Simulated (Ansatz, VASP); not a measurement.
One calculation of Sr, two programs

INCAR

```
ALGO = Fast ; EDIFF = 1E-6
ENCUT = 520 ; GGA = PE
ISIF = 2 ; ISMEAR = 0
LASPH = True ; LCHARG = True
LELF = True ; LREAL = False
LVHAR = True ; LWAVE = False
NBANDS = 11 ; NELM = 100
PREC = Accurate ; SIGMA = 0.1
```

KPOINTS

```
k-points
0
Gamma
  12 12 12
```

File POSCAR:

```
Sr
1.0
    0.0000000000      2.9823855013      2.9823855013
    2.9823855013      0.0000000000      2.9823855013
    2.9823855013      2.9823855013      0.0000000000
Sr
1
Direct
    0.0000000000      0.0000000000      0.0000000000
```

Input for Ansatz:

```yaml
crystal:
  lattice:
    - [0.0, 2.9823855013, 2.9823855013]
    - [2.9823855013, 0.0, 2.9823855013]
    - [2.9823855013, 2.9823855013, 0.0]
  atoms:
    - { symbol: Sr, position: [0.0, 0.0, 0.0] }
basis:
  ecutwfc: 420
kpoints:
  mp_grid: { grid: [12, 12, 12] }
hamiltonian:
  xc: pbe
scf:
  occupations: { method: gaussian, width: 0.1 }
output:
  forces: true
  stress: true
  eigenvalues: true
```

Alike in both runs: task single point; functional PBE; k mesh 12 × 12 × 12; occupations gaussian, width 0.1 eV; no spin polarisation.

|  | VASP | Ansatz |
| --- | --- | --- |
| version | VASP 6.6.1 | Ansatz 0.2.0 |
| potentials or method | VASP PAW PBE potentials, release 64 (Sr_sv) | scalar-relativistic, plane waves, PAW |
| plane-wave cutoff (eV) | 520 | 420 |
| valence electrons in the cell | 10 | 10 |

```csv
,VASP,Ansatz,Ansatz less VASP
gap on the k mesh at the Fermi level (eV),none,none,-
pressure (GPa),0.4,0.4,0.00
```

A gap of «none» marks a metal or a gap that the smearing closes.
